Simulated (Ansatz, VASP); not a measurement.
Two plane-wave programs on Ge

```xyz
4
Lattice="3.9160 0.0000 0.0000 -1.9580 3.3914 0.0000 0.0000 0.0000 6.4582" Properties=species:S:1:pos:R:3 pbc="T T T"
Ge    0.0000    2.2609    0.0024
Ge    1.9580    1.1305    3.2315
Ge    0.0000    2.2609    2.4195
Ge    1.9580    1.1305    5.6486
```

Alike in both runs: task single point; functional r2SCAN; k mesh 6 × 6 × 4; occupations fermi-dirac, width 0.02 eV; no spin polarisation.

|  | VASP | Ansatz |
| --- | --- | --- |
| version | VASP 6.6.1 | Ansatz 0.2.0 |
| potentials or method | VASP PAW PBE potentials, release 64 (Ge_d) | plane waves, PAW |
| plane-wave cutoff (eV) | 520 | 500 |
| valence electrons in the cell | 56 | 56 |

Ansatz gave:

* pressure (GPa): 5.1
* largest component of the traceless stress (GPa): 0.05
* rms of the force components (eV/Å): 0.012

Which values does VASP return?

Pressure (GPa): 5.2; largest component of the traceless stress (GPa): 0.06; rms of the force components (eV/Å): 0.018.

Atom by atom the forces differ by 0.006 eV/Å (rms over components). With one functional, cell and mesh, what is left measures potentials, basis and numerics.

Caveats: the PAW data sets were made with another functional, which shifts forces and pressure a little (VASP).
